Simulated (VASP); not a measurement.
**SiO2 (Stishovite): relaxation of cell and atoms with r2SCAN**

Crystal: SiO2 (Stishovite).

```xyz
6
Lattice="4.1773 0.0000 0.0000 0.0000 4.1773 0.0000 0.0000 0.0000 2.6652" Properties=species:S:1:pos:R:3 pbc="T T T"
Si    0.0000    0.0000    0.0000
Si    2.0886    2.0886    1.3326
O     1.2778    1.2778    0.0000
O     0.8108    3.3665    1.3326
O     2.8995    2.8995    0.0000
O     3.3665    0.8108    1.3326
```

```yaml
Program: VASP 6.6.1
Task: relaxation of cell and atoms
Functional: r2SCAN
Potentials_or_basis: VASP PAW PBE potentials, release 64 (Si, O)
Cutoff: 600 eV
k_mesh: 8 × 8 × 10
Occupations: gaussian, width 0.03 eV
Spin: no spin polarisation
Further_INCAR_settings: ALGO = Normal; EDIFF = 1e-06; IBRION = 2; EDIFFG = -0.01; NSW = 90; ISIF = 3
```

```yaml
Relaxed_volume: 7.79 Å³/atom
Relaxed_cell: a = 4.182 Å, b = 4.182 Å, c = 2.672 Å, α = 90.00°, β = 90.00°, γ = 90.00°
Space_group_after_relaxing_to_0.05_Å: P4_2/mnm (No. 136)
Energy_gained_by_relaxing: 0.2 meV/atom
Ionic_steps: 6
Pressure_after_relaxing: -0.1 GPa
Band_gap_on_the_k_mesh: 6.50 eV, direct
```

Forces on the atoms (eV/Å):
```
Si   0.000  0.000  0.000
Si   0.000  0.000  0.000
O   -0.001 -0.001  0.000
O    0.001 -0.001  0.000
O    0.001  0.001  0.000
O   -0.001  0.001  0.000
```

Step by step:
```tsv
step	energy change (eV)	largest force (eV/Å)	pressure (GPa)	volume (Å³)
1	0.0000	0.0200	1.59	46.51
2	0.0013	0.0696	-2.36	47.03
3	-0.0012	0.0170	0.03	46.72
4	-0.0012	0.0184	-0.09	46.72
5	-0.0012	0.0148	-0.05	46.72
6	-0.0012	0.0021	-0.07	46.72
```

Final structure:
```
CELL_PARAMETERS angstrom
4.18152 0.00000 0.00000
0.00000 4.18152 0.00000
0.00000 0.00000 2.67221
ATOMIC_POSITIONS crystal
Si 0.00000 0.00000 0.00000
Si 0.50000 0.50000 0.50000
O 0.30591 0.30591 0.00000
O 0.19409 0.80591 0.50000
O 0.69409 0.69409 0.00000
O 0.80591 0.19409 0.50000
```

Levels at points of the mesh, in eV from the valence-band top:
```csv
k point,band 14,band 15,band 16,band 17,band 18,band 19
"(0.00, 0.00, 0.00)",-0.88,-0.88,0.00,6.50,7.61,9.44
"(0.50, 0.00, 0.00)",-2.72,-1.08,-1.08,8.69,8.69,10.03
"(0.50, 0.50, 0.00)",-2.70,-2.32,-2.32,8.39,8.39,11.03
"(0.00, 0.00, 0.50)",-3.12,-2.71,-2.71,10.14,10.14,13.74
"(0.50, 0.00, 0.50)",-2.31,-1.80,-1.80,9.81,9.81,10.91
"(0.50, 0.50, 0.50)",-1.78,-1.61,-1.61,8.15,8.15,12.02
```

Run time: 6.6 min on 2 MPI ranks on AMD EPYC 9R45 96-Core Processor (Zen 5), with other jobs on the host, peak memory 0.21 GiB a rank.

Caveat: the PAW data sets were made with another functional, which shifts forces and pressure a little. A k mesh can miss the band edges.
